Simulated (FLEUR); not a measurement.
# Al (Fm-3m) in FLEUR: further runs, part 2 of 2

FLEUR MaX-R8.1 (later development tree).

### Step 5. Equation of state, PBE, 16.60 Å³/atom

inp.xml reads:

```xml
<?xml version="1.0" encoding="UTF-8" standalone="no"?>
<fleurInput fleurInputVersion="0.39">
   <comment>
      Al                                                                                                  
   </comment>
   <calculationSetup>
      <cutoffs Kmax="3.5" Gmax="17.5" GmaxXC="17.5" numbands="0"/>
      <scfLoop itmax="60" minDistance="0.00001" maxIterBroyd="15" imix="Anderson" alpha="0.05" precondParam="0.0" spinf="2.0" sdNocoIR="T"/>
      <coreElectrons ctail="T" frcor="F" kcrel="0" coretail_lmax="0"/>
      <xcFunctional name="pbe" relativisticCorrections="F"/>
      <magnetism jspins="1"/>
      <soc l_soc="F" theta="0.0" phi="0.0" spav="F"/>
      <expertModes spex="0" secvar="F"/>
      <geometryOptimization l_f="F" forcealpha="1.0" forcemix="BFGS" epsdisp="0.00001" epsforce="0.00001"/>
      <ldaU l_linMix="F" mixParam="0.05" spinf="1.0"/>
   </calculationSetup>
   <cell>
      <bzIntegration valenceElectrons="11.0" mode="hist" fermiSmearingEnergy="0.00183747">
         <kPointListSelection listName="default-1"/>
         <!-- k-points included here -->
         <xi:include xmlns:xi="http://www.w3.org/2001/XInclude" href="kpts.xml"> </xi:include>
      </bzIntegration>
      <!-- symmetry operations included here -->
      <xi:include xmlns:xi="http://www.w3.org/2001/XInclude" href="sym.xml"> </xi:include>
      <bulkLattice scale="1.0000000000">
         <bravaisMatrix>
            <row-1>    0.0000000000000000     3.8263269057207032     3.8263269057207032</row-1>
            <row-2>    3.8263269057207032     0.0000000000000000     3.8263269057207032</row-2>
            <row-3>    3.8263269057207032     3.8263269057207032     0.0000000000000000</row-3>
         </bravaisMatrix>
      </bulkLattice>
   </cell>
   <atomSpecies>
      <species name="Aluminum (Al)" element="Al" atomicNumber="13">
         <mtSphere radius="2.45" gridPoints="829" logIncrement="0.014"/>
         <atomicCutoffs lmax="9" lnonsphr="7"/>
         <electronConfig flipSpins="F">
            <coreConfig>(1s1/2)</coreConfig>
            <valenceConfig>(2s1/2) (2p1/2) (2p3/2) (3s1/2) (3p1/2) (3p3/2)</valenceConfig>
            <stateOccupation state="(3p1/2)" spinUp="0.166667" spinDown="0.166667"/>
            <stateOccupation state="(3p3/2)" spinUp="0.333333" spinDown="0.333333"/>
         </electronConfig>
         <energyParameters s="3" p="3" d="3" f="4"/>
         <lo type="SCLO" l="0" n="2" eDeriv="0"/>
         <lo type="SCLO" l="1" n="2" eDeriv="0"/>
         <lo type="SCLO" l="2" n="3" eDeriv="2"/>
         <lo type="SCLO" l="3" n="4" eDeriv="2"/>
      </species>
   </atomSpecies>
   <atomGroups>
      <atomGroup species="Aluminum (Al)">
         <relPos label="                   1">.0000000000 .0000000000 .0000000000</relPos>
         <force calculate="T" relaxXYZ="TTT"/>
      </atomGroup>
   </atomGroups>
   <output dos="F" band="F" slice="F">
      <checks vchk="F" cdinf="F"/>
      <bandDOS minEnergy="-.5*Htr" maxEnergy="0.5*Htr" sigma="0.015" storeEVData="T"/>
      <vacuumDOS vacdos="F" integ="F" star="F" nstars="0" locx1="0.0" locy1="0.0" locx2="0.0" locy2="0.0" nstm="0" tworkf="0.0"/>
      <unfoldingBand unfoldBand="F" supercellX="1" supercellY="1" supercellZ="1"/>
      <plotting iplot="0" polar="F">
         <plot TwoD="T" vec1="  1.0  0.0  0.0" vec2="  0.0  1.0  0.0" vec3="  0.0  0.0  1.0" zero="  0.0  0.0  0.0" file="plot"/>
      </plotting>
      <chargeDensitySlicing numkpt="0" minEigenval="0.0" maxEigenval="0.0" nnne="0" pallst="F"/>
      <specialOutput eonly="F"/>
      <moessbauerParams electricFieldGradient="T" isomerShift="T" coreHyperfine="T" valenceHyperfine="T"/>
      <magneticCircularDichroism mcd="F" energyLo="-10.0" energyUp="0.0"/>
   </output>
  <!-- We include the file relax.xml here to enable relaxations (see documentation) -->
  <xi:include xmlns:xi="http://www.w3.org/2001/XInclude" href="relax.xml"> <xi:fallback/> </xi:include>
</fleurInput>
```

Command:

```
$ inpgen -f crystal.txt -profile veryFastHighL
$ # inp.xml edited to the form shown
$ fleur_MPI
```

It took 6.3 s on 1 thread of Arm Neoverse V1, shared host; peak memory 0.08 GiB.

Results (log left out):

```yaml
Free_energy: -6607.5356 eV
Band_gap_on_the_k_mesh: none (metal or under the smearing width)
Valence_electrons_inside_the_program's_atomic_spheres: Al 9.70 (radii Al 2.45 bohr)
```

Caveat: the plane-wave cutoff is short for the semicore states, which can make moduli rough.

### Step 6. Equation of state, PBE, 17.27 Å³/atom (volume scaled by 1.04)

Changes to inp.xml since step 5:

```diff
@@ -24,3 +24,3 @@
       <xi:include xmlns:xi="http://www.w3.org/2001/XInclude" href="sym.xml"> </xi:include>
-      <bulkLattice scale="1.0000000000">
+      <bulkLattice scale="1.0131594038">
          <bravaisMatrix>
```

Potentials or basis: all-electron, FLAPW.

Command:

```
$ inpgen -f crystal.txt -profile veryFastHighL
$ # inp.xml edited to the form shown
$ fleur_MPI
```

Run time: 6 s. Hardware: 1 thread of Arm Neoverse V1, shared host; peak memory 0.08 GiB.

Results (log left out):

* Free energy: -6607.5279 eV
* Band gap on the k mesh: none (metal or under the smearing width)
* Valence electrons inside the program's atomic spheres: Al 9.65 (radii Al 2.45 bohr)

Caveat: the plane-wave cutoff is short for the semicore states, which can make moduli rough.

### Step 7. Equation of state, PBE, 17.60 Å³/atom (volume scaled by 1.06)

Changes to inp.xml since step 6:

```diff
@@ -24,3 +24,3 @@
       <xi:include xmlns:xi="http://www.w3.org/2001/XInclude" href="sym.xml"> </xi:include>
-      <bulkLattice scale="1.0131594038">
+      <bulkLattice scale="1.0196128224">
          <bravaisMatrix>
```

Command:

```
$ inpgen -f crystal.txt -profile veryFastHighL
$ # inp.xml edited to the form shown
$ fleur_MPI
```

Wall time 6.1 s (1 thread of Arm Neoverse V1, shared host); peak memory 0.08 GiB.

It converged, with:

```
Free energy                                           : -6607.5201 eV
Band gap on the k mesh                                : none (metal or under the smearing width)
Valence electrons inside the program's atomic spheres : Al 9.63 (radii Al 2.45 bohr)
```

Caveat: the plane-wave cutoff is short for the semicore states, which can make moduli rough.

### Step 8. Equation of state, PBE

Potentials or basis: all-electron, FLAPW.

This step only gathers the single runs of the series.

Results:

```yaml
Equilibrium_volume: 16.51 Å³/atom
Bulk_modulus: 79 GPa
```

Energy against volume, from the lowest point:
| volume (Å³/atom) | energy (meV/atom) |
| --- | --- |
| 15.607 | 13.50 |
| 15.939 | 5.16 |
| 16.603 | 0.00 |
| 17.267 | 7.70 |
| 17.599 | 15.52 |

Caveat: the plane-wave cutoff is short for the semicore states, which can make moduli rough.

### Step 9. Comparison with measurements

Step 8. Against the measured bulk modulus of Al, 76.9 GPa (quoted in “The interpretation of polycrystalline coherent inelastic neutron scattering from aluminium”, 2013, pmc:3831299), the calculated 79 GPa is off by +2.6 %. The fit is for a static lattice scaled at fixed shape and fixed fractional positions. The cell as given is a measured one (16.60 Å³/atom); PBE puts the equilibrium volume -0.5 % from it, thermal expansion not counted.
